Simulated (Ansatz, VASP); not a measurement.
# Cross-check of SnH between VASP and Ansatz

Aim: how closely do two programs agree when they are given the same cell, functional and k mesh? The cell is taken from a series of runs on this material, whose earlier steps may have relaxed, scaled, displaced or heated it; both programs get it as it stands.

Main program and level: Ansatz 0.2.0; plane waves, with VASP 6.6.1 beside it; single point at LDA.

**1. Set-up**

The cell holds 4 atoms: 2 H and 2 Sn. Cell: a = 4.589 Å, b = 4.589 Å, c = 17.397 Å, α = 90.0°, β = 90.0°, γ = 120.0°. Vacuum lies along c.

Structure file:

```cif
data_structure
_symmetry_space_group_name_H-M 'P 1'
_symmetry_Int_Tables_number 1
_cell_length_a 4.5891
_cell_length_b 4.5891
_cell_length_c 17.3968
_cell_angle_alpha 90.000
_cell_angle_beta 90.000
_cell_angle_gamma 120.000
_cell_volume 317.29
loop_
_atom_site_label
_atom_site_type_symbol
_atom_site_fract_x
_atom_site_fract_y
_atom_site_fract_z
_atom_site_occupancy
H1 H 0.00000 0.00000 0.37363 1
H2 H 0.33333 0.66667 0.62637 1
Sn3 Sn 0.00000 0.00000 0.47308 1
Sn4 Sn 0.33333 0.66667 0.52692 1
```

**2. Ansatz: single point, LDA**

Ansatz runs on its PAW soft_1 files.

With cell and atoms fixed, the geometry can't cause a difference; cores, projectors, grids and the points listed under the comparison can.

input.yaml reads:

```yaml
crystal:
  lattice:
    - [4.58912, 0.0, 0.0]
    - [-2.29456, 3.9743, 0.0]
    - [0.0, 0.0, 17.39675]
  atoms:
    - { symbol: H, position: [0.0, 0.0, 0.373633] }
    - { symbol: H, position: [0.333333, 0.666667, 0.626367] }
    - { symbol: Sn, position: [0.0, 0.0, 0.473077] }
    - { symbol: Sn, position: [0.333333, 0.666667, 0.526923] }
  periodic: [true, true, false]
kpoints:
  mp_grid: { grid: [6, 6, 1] }
hamiltonian:
  xc: lda
  pseudopotentials: { kind: paw, azcp: { folder: soft_1 }, xc_functional: pbe }
scf:
  occupations: { method: gaussian, width: 0.1 }
output:
  forces: true
  stress: true
  eigenvalues: true
```

The run is started by

```sh
$ ansatz run input.yaml --threads 4 --pin off --max-ram 16384MiB --backend cpu --events-out ev --progress --plain --runs-dir out
```

Numbers of over 12 decimals in the logs are rounded to 6 here.

The program printed:

```text
Warning: crystal.periodic: the lattice vector that does not repeat stood 0.000° off the slab's normal, 17.397 Å along it as the deck builds it. The run solves the slab on a vector along the normal, 32.594 Å long, with every atom where it was (on the deck's vector they left 13.00 Å outside them, and the widest stretch free of ions among them is 1.73 Å). A fractional position that the run reports is one of the run's ce [...]
Warning: the atoms were moved onto the symmetric positions of the space group found under crystal.symmetry.tolerance 1.0e-5 (fractional; no operation is sought that the atoms, as they stand in a round, miss by more than twice it, and no atom is moved by as much as it), and the run uses the moved positions. Before a round's move an operation carried an atom to 2.29e-6 Å from where it should land, the largest such dist [...]
crystal.periodic: the lattice vector that does not repeat stood 0.000° off the slab's normal, 17.397 Å along it as the deck builds it. The run solves the slab on a vector along the normal, 32.594 Å long, with every atom where it was (on the deck's vector they left 13.00 Å outside them, and the widest stretch free of ions among them is 1.73 Å). A fractional position that the run reports is one of the run's cell, which [...]
Engine: ansatz 0.2.0, aarch64-unknown-linux-gnu
Pseudopotentials: kind: paw
Pseudopotential: H, paw, valence charge 1, recommended cutoff 420 eV (normal), soft_1/H.paw.azcp
Pseudopotential: Sn, paw, valence charge 14, recommended cutoff 420 eV (normal), soft_1/Sn.paw.azcp
Functional definition: SPW92
  exchange = slater_x
  correlation = pw_c
Crystal: 4 atoms, lattice volume = 594.458 Å³
Basis set: ecut = 420 eV, 11647 PW (Γ)
Bands: 19, of which v1, the nominal top of the filled ones, is band 15 counted from 1 (14 counted from 0)
Symmetry: 12 space group operations
Space group: P-3m1 (ITA 164), of the structure as read, at distance tolerance 8.4e-5 Å
k-points: 7 of 36
Non-local potential: H, projectors of the file, l = 0: 2, l = 1: 1
Non-local potential: Sn, projectors of the file, l = 0: 2, l = 1: 2, l = 2: 2, l = 3: 1
PAW form: soft (Blöchl's): semilocal exchange-correlation on the pseudo side does not see the compensation charge
PAW frozen core: Sn, regenerated for the run's functional, and the local potential with it (the file was generated under x = pbe(κ = 0.804, μ = 0.219515), c = pbe(β = 0.066725))
PAW one-centre angular grid: H, 110 points (default); XC on 64 Gauss nodes
PAW one-centre angular grid: Sn, 590 points (default); XC on 64 Gauss nodes
Initial density: superposition of atomic densities (neutral atoms: chi_scale 0, normalization atom)
Initial wavefunctions: pseudopotential atomic-orbital guess
Functional: x = slater, c = lda
SCF iter   1: F=—  HF=-11789.849068 eV  |F-HF|=—  |Δ(HF+E_count)|=         —  Δρ=1.57e-2  dr2=1.51e0  ethr=3.10e-3  ⟨swp⟩=11.0  Hψ=935  notcnv=0
preconditioner: auto → Resta (q_TF=auto, 1.659 Å⁻¹)  ε∞=1.4  [insulator: Δε(μ)=0.709 eV  Ē_g=8.096 eV  σ=0.100 eV  W_gap=1.00  n_scr=46 (ndim 8)  ℏωp=4.8 eV  f_vac=0.789  D(μ)=0.00/eV (n_scr^D=0)  ε∞_Penn≈1.4  vacuum switching on, ρ_ref=4.8e-3 e/Å³]
SCF iter   2: F=—  HF=-11789.364939 eV  |F-HF|=—  |Δ(HF+E_count)|=   4.84e-1  Δρ=5.54e-3  dr2=2.17e-1  ethr=3.10e-3  ⟨swp⟩=3.0  Hψ=257  notcnv=0
SCF iter   3: F=—  HF=-11789.288096 eV  |F-HF|=—  |Δ(HF+E_count)|=   7.68e-2  Δρ=1.01e-3  dr2=7.11e-3  ethr=7.23e-4  ⟨swp⟩=3.4  Hψ=239  notcnv=0
SCF iter   4: F=—  HF=-11789.286279 eV  |F-HF|=—  |Δ(HF+E_count)|=   1.82e-3  Δρ=3.15e-4  dr2=3.41e-4  ethr=2.37e-5  ⟨swp⟩=3.4  Hψ=276  notcnv=0
SCF iter   5: F=—  HF=-11789.286410 eV  |F-HF|=—  |Δ(HF+E_count)|=   1.31e-4  Δρ=8.43e-5  dr2=3.99e-5  ethr=1.14e-6  ⟨swp⟩=2.6  Hψ=244  notcnv=0
SCF iter   6: F=—  HF=-11789.286401 eV  |F-HF|=—  |Δ(HF+E_count)|=   8.51e-6  Δρ=1.74e-5  dr2=1.21e-6  ethr=1.33e-7  ⟨swp⟩=3.0  Hψ=263  notcnv=0
SCF iter   7: F=-11789.286401 eV  HF=-11789.286401 eV  |F-HF|=1.68e-8  |Δ(HF+E_count)|=   1.04e-9  Δρ=3.42e-6  dr2=4.56e-8  ethr=3.33e-10  ⟨swp⟩=14.7  Hψ=991  notcnv=0
SCF 1 converged in 7 iterations: F = -11789.286401 eV  dr2 = 4.56e-8
  greatest PAW one-centre occupation: 0.992 electrons in one spin orbital (limit 2), on the Sn atom at site 3 (counted from 0), in its partial waves of l = 2
SCF converged after 7 iterations
Free energy (F): -11789.286401 eV
Harris-Foulkes:  -11789.286401 eV  (|F-HF|=1.68e-8)
Internal energy: -11789.286401 eV  (E = F + TS)
E sigma→0 (E₀):  -11789.286401 eV
Entropy (-TS):   -0.000000 eV (-0.000 meV/atom)
Fermi energy:    -4.498126 eV
--- Per-component energies (eV) ---
  E_band       = -607.121028
  E_kinetic    = 363.055422
  E_local      = -34556.697977  (includes V_loc(G=0)·N_el)
  E_nonlocal   = 300.047314
  E_hartree    = 17061.829437
  E_xc         = -265.201326
  E_vxc        = -182.242907  (∫ρ·V_xc dr)
  E_paw        = -8453.350246  (= ΣΔE_a)
  E_vpaw       = -654.954381  (= ΣTr[D̂ρ^β])
  E_aug_tail   = -0.001129  (compensation charges beyond the density's cutoff)
  E_ewald      = 13760.182324
  E_core_change = 0.849782  (= ΣΔE_core)
  E_smearing   = -0.000000  (= −TS)
  E_closure    = -0.000000  (closes the sum)
  Σ components = -11789.286401   (vs F -11789.286401, Δ=0.00e0)
--- Forces (eV/Å), atoms counted from 1 ---
  atom   1  H     -0.00000000     0.00000000     0.15240592
  atom   2  H      0.00000000    -0.00000000    -0.15240592
  atom   3  Sn     0.00000000     0.00000000     0.40245949
  atom   4  Sn     0.00000000    -0.00000000    -0.40245949
  max |Σ_I F_I| component: 5.55e-17 eV/Å
--- 2D stress c σ (N/m, compression-positive) ---
       -0.600710       0.000000       0.000000
       -0.000000      -0.600710      -0.000000
        0.000000       0.000000       0.000000
  P = ½ c Tr σ = -0.6007 N/m
--- Band table (eV; the first three rows and the last of 7) ---
  k-point 0: bands = [... 11 lower, -10.5043, -7.3016, -4.8197, -4.8197, -4.1870, -1.6515, -1.4714, -1.4714]
  k-point 1: bands = [... 11 lower, -10.5696, -7.3343, -6.5723, -5.2610, -2.9705, -1.6422 (-1.6422°), -1.3150, -0.7495]
  k-point 2: bands = [... 11 lower, -11.0326, -7.8306, -7.4170, -5.8747, -3.2289, -1.6120, -0.9667, 0.2093]
  k-point 6: bands = [... 11 lower, -12.2713, -7.6869, -7.6869, -7.5031, -1.3604, -1.3549, -1.3549, 0.7997]
  ° read free of the cell's end (the report's vacuum.weakly_bound_levels)
```

**3. VASP: single point, LDA**

The same cell, functional (in two slightly different forms), mesh and smearing now go to VASP, with its own data sets.

Lines of VASP's logs that name or quote its potential files are left out, and so is its time.

INCAR reads:

```
SYSTEM = SnH
PREC = Accurate
ENCUT = 400
EDIFF = 1E-06
NELM = 120
ISMEAR = 0
SIGMA = 0.1
LREAL = .FALSE.
ALGO = Normal
GGA = PW92
NBANDS = 21
LORBIT = 11
LWAVE = .FALSE.
LCHARG = .FALSE.
ISIF = 2
LDIPOL = .TRUE.
IDIPOL = 3
DIPOL = 0.5 0.5 0.5
LVHAR = .TRUE.
LASPH = .TRUE.
GGA_COMPAT = .FALSE.
EFERMI = MIDGAP
NELMDL = -8
```

POSCAR reads:

```
SnH
1.0
    4.5891200000      0.0000000000      0.0000000000
   -2.2945600000      3.9743000000      0.0000000000
    0.0000000000      0.0000000000     17.3967500000
H Sn
2 2
Direct
    0.9999993333      0.9999996667      0.3736330000
    0.3333326667      0.6666663333      0.6263670000
    0.9999993333      0.9999996667      0.4730770000
    0.3333326667      0.6666663333      0.5269230000
```

KPOINTS reads:

```
Automatic mesh
0
Gamma
6 6 1
0 0 0
```

The projector-augmented-wave data sets are H and Sn_d (LDA family, release 64).

The run is started by

```sh
$ mpirun -np 1 vasp_std
```

The program printed:

```text
[banner, memory and clock lines left out]
running    1 mpi-ranks, on    1 nodes
 distrk:  each k-point on    1 cores,    1 groups
 distr:  one band on    1 cores,    1 groups

 POSCAR found type information on POSCAR H Sn
 POSCAR found :  2 types and       4 ions
|                                                                             |
|               ----> ADVICE to this user running VASP <----                  |
|                                                                             |
|     You enforced a specific xc type in the INCAR file but a different       |
|     [... a line on the potential file left out ...]
|     I HOPE YOU KNOW WHAT YOU ARE DOING!                                     |
|                                                                             |

 LDA part: xc-table for (Slater(with rela. corr.)+PW92), standard interpolation
 POSCAR, INCAR and KPOINTS ok, starting setup
 FFT: planning ... GRIDC
 FFT: planning ... GRID_SOFT
 FFT: planning ... GRID
 WAVECAR not read
 entering main loop
       N       E                     dE             d eps       ncg     rms          rms(c)
DAV:   1     0.186795046771E+03    0.18680E+03   -0.12785E+04   342   0.101E+03
DAV:   2     0.733098211437E+00   -0.18606E+03   -0.18354E+03   369   0.266E+02
DAV:   3    -0.148988918564E+02   -0.15632E+02   -0.15561E+02   362   0.105E+02
DAV:   4    -0.154425752294E+02   -0.54368E+00   -0.54348E+00   339   0.237E+01
DAV:   5    -0.154683125668E+02   -0.25737E-01   -0.25737E-01   435   0.433E+00
DAV:   6    -0.154691356851E+02   -0.82312E-03   -0.82312E-03   427   0.715E-01
DAV:   7    -0.154691519053E+02   -0.16220E-04   -0.16220E-04   441   0.928E-02
DAV:   8    -0.154691522683E+02   -0.36300E-06   -0.36300E-06   368   0.140E-02    0.528E+00
DAV:   9    -0.149857984620E+02    0.48335E+00   -0.30223E-01   375   0.432E+00    0.286E+00
DAV:  10    -0.148152720684E+02    0.17053E+00   -0.54837E-01   353   0.423E+00    0.496E-01
DAV:  11    -0.148094833625E+02    0.57887E-02   -0.75014E-02   363   0.243E+00    0.183E-01
DAV:  12    -0.148091039657E+02    0.37940E-03   -0.74206E-03   376   0.480E-01    0.110E-01
DAV:  13    -0.148092048798E+02   -0.10091E-03   -0.15167E-03   345   0.230E-01    0.644E-02
DAV:  14    -0.148094637138E+02   -0.25883E-03   -0.91043E-04   340   0.225E-01    0.335E-02
DAV:  15    -0.148099198964E+02   -0.45618E-03   -0.17790E-04   314   0.816E-02    0.123E-02
DAV:  16    -0.148103068814E+02   -0.38699E-03   -0.24117E-04   309   0.490E-02    0.109E-02
DAV:  17    -0.148104593920E+02   -0.15251E-03   -0.21847E-05   289   0.211E-02    0.777E-03
DAV:  18    -0.148105365872E+02   -0.77195E-04   -0.27271E-05   289   0.215E-02    0.355E-03
DAV:  19    -0.148106406459E+02   -0.10406E-03   -0.67896E-06   273   0.107E-02    0.192E-03
DAV:  20    -0.148106929439E+02   -0.52298E-04   -0.36013E-06   268   0.872E-03    0.235E-03
DAV:  21    -0.148107168673E+02   -0.23923E-04   -0.12320E-06   266   0.464E-03    0.861E-04
DAV:  22    -0.148107258460E+02   -0.89787E-05   -0.63513E-07   261   0.286E-03    0.445E-04
DAV:  23    -0.148107276756E+02   -0.18296E-05   -0.11276E-07   292   0.149E-03    0.307E-04
DAV:  24    -0.148107278575E+02   -0.18184E-06   -0.67478E-09   217   0.626E-04
   1 F= -.14810728E+02 E0= -.14810728E+02  d E =-.652761E-07
```

Parts of OUTCAR (step 3):

```text
ion  position               nearest neighbor table
   1  1.000  1.000  0.374-   3 1.73
   2  0.333  0.667  0.626-   4 1.73
   3  1.000  1.000  0.473-   1 1.73   4 2.81   4 2.81   4 2.81
   4  0.333  0.667  0.527-   2 1.73   3 2.81   3 2.81   3 2.81

  LATTYP: Found a hexagonal cell.
 ALAT       =     4.5891200000
 C/A-ratio  =     3.7908684018

 Subroutine GETGRP returns: Found 12 space group operations
 (whereof  6 operations were pure point group operations)

The static configuration has the point symmetry C_3v.
 The point group associated with its full space group is D_3d.

 Found      7 irreducible k-points:

   k-points           NKPTS =      7   k-points in BZ     NKDIM =      7   number of bands    NBANDS=     21

   dimension x,y,z NGX =    30 NGY =   30 NGZ =  120
   dimension x,y,z NGXF=    60 NGYF=   60 NGZF=  240

   ENCUT  =  400.0 eV  29.40 Ry    5.42 a.u.   7.48  7.48 28.37*2*pi/ulx,y,z

   NELECT =      30.0000    total number of electrons

 k-points in reciprocal lattice and weights: Automatic mesh
   0.00000000  0.00000000  0.00000000       0.028
   0.16666667  0.00000000  0.00000000       0.167
   0.33333333  0.00000000  0.00000000       0.167
   0.50000000  0.00000000  0.00000000       0.083
   0.16666667  0.16666667  0.00000000       0.167
   0.33333333  0.16666667  0.00000000       0.333
   0.33333333  0.33333333  0.00000000       0.056

 dipolmoment           0.000000      0.000000     -0.000000 electrons x Angstroem

 average (electrostatic) potential at core
       1 -38.6791       2 -38.6792       3-108.9001       4-108.9002

 E-fermi :  -2.2574

 k-point     1 :       0.0000    0.0000    0.0000
  band No.  band energies     occupation
    ...
     11     -12.2062      2.00000
     12      -8.2642      2.00000
     13      -5.0721      2.00000
     14      -2.5959      2.00000
     15      -2.5959      2.00000
     16      -1.9289      0.00000
     17       0.5777      0.00000
     18       0.7508      0.00000
     19       0.7508      0.00000
     20       1.5844      0.00000
    ...

 k-point     2 :       0.1667    0.0000    0.0000
  band No.  band energies     occupation
    ...
     11     -11.9754      2.00000
     12      -8.3274      2.00000
     13      -5.1053      2.00000
     14      -4.3398      2.00000
     15      -3.0376      2.00000
     16      -0.7288      0.00000
     17       0.5911      0.00000
     18       0.9107      0.00000
     19       1.4736      0.00000
     20       1.9531      0.00000
    ...

 k-point     3 :       0.3333    0.0000    0.0000
  band No.  band energies     occupation
    ...
     11     -11.3305      2.00000
     12      -8.7863      2.00000
     13      -5.6034      2.00000
     14      -5.1878      2.00000
     15      -3.6516      2.00000
     16      -0.9926      0.00000
     17       0.6190      0.00000
     18       1.2573      0.00000
     19       2.4329      0.00000
     20       2.5006      0.00000
    ...

  Total       -0.7742340     -0.7742362     -1.1356272      0.0000000      0.0000000      0.0000000
  in kB       -3.9095310     -3.9095418     -5.7344025      0.0000000      0.0000000      0.0000000
  external PRESSURE =      -4.5178251 kB  Pullay stress =       0.0000000 kB

  energy-cutoff  :      400.00
  volume of cell :      317.29
      direct lattice vectors                 reciprocal lattice vectors
     4.589120000  0.000000000  0.000000000     0.217906701  0.125808318  0.000000000
    -2.294560000  3.974300000  0.000000000     0.000000000  0.251616637  0.000000000
     0.000000000  0.000000000 17.396750000     0.000000000  0.000000000  0.057482001

 POSITION                                       TOTAL-FORCE (eV/Angst)
 -----------------------------------------------------------------------------------
      2.29456      3.97430      6.50000        -0.000000     -0.000000      0.147069
     -0.00000      2.64953     10.89675        -0.000000      0.000000     -0.147069
      2.29456      3.97430      8.23000         0.000000      0.000000      0.397645
     -0.00000      2.64953      9.16675        -0.000000      0.000000     -0.397645
 -----------------------------------------------------------------------------------
    total drift:                                0.002512      0.001450      0.000656

  FREE ENERGIE OF THE ION-ELECTRON SYSTEM (eV)
  ---------------------------------------------------
  free  energy   TOTEN  =       -14.8107278575 eV

  energy  without entropy=      -14.8107277922  energy(sigma->0) =      -14.81072782

 vacuum level on the upper side and lower side of the slab         2.225         2.225

 total charge
# of ion       s       p       d       tot
------------------------------------------
    1        0.493   0.009   0.000   0.502
    2        0.493   0.009   0.000   0.502
    3        1.132   1.312   9.979  12.423
    4        1.132   1.312   9.979  12.423
--------------------------------------------------
tot          3.251   2.643  19.957  25.851

[... 3 further parts left out ...]
```

The run ends at a pressure of -0.45 GPa, with forces up to 0.40 eV/Å.

**4. Comparison**

Known differences besides the potentials themselves: Ansatz cuts the interaction across the vacuum, VASP repeats the sheet with a dipole correction; the cutoff is 420 eV in Ansatz and 400 eV in VASP; VASP's log shows a relativistic correction to its local exchange, Ansatz's none. Total energies have different zeros and are not compared.

Both answers:

```csv
quantity,Ansatz,VASP,difference
gap on the k mesh (eV),0.633,0.667,-0.034
```

Forces (eV/Å; atoms numbered as in POSCAR):

```csv
atom,"Ansatz x, y, z","VASP x, y, z"
H1,"0.000, 0.000, 0.152","0.000, 0.000, 0.147"
H2,"0.000, 0.000, -0.152","0.000, 0.000, -0.147"
Sn3,"0.000, 0.000, 0.402","0.000, 0.000, 0.398"
Sn4,"0.000, 0.000, -0.402","0.000, 0.000, -0.398"
```

The forces differ by 2.9 meV/Å r.m.s., which is 1.7 % of the r.m.s. force of 0.173 eV/Å (both taken over all components). A gap on the mesh is an upper bound, since the band edges may lie between its points. With vacuum in the cell, a pressure given here is an average over mostly empty space and none of the material.

**5. What came out**

- r.m.s. force difference (single point, LDA): 2.9 meV/Å

What this shows: The r.m.s. force difference is 2.9 meV/Å (single point, LDA), within the 12 meV/Å picked in this series as the mark of a large difference. How closely two codes agree says nothing of how well the functional describes the real material.

[Lines on the potential files, build, host, timing and source positions are cut from VASP's logs without a mark.]

[Logs are printed without paths, hosts, clocks, repeated set-up lines and the standing remarks that a program may print on its own settings, such as how far it seeks lower states.]

[Hosts, paths, dates, database ids (printed as entryN), source tags and the programs' standing remarks are cut or masked in the printed files.]
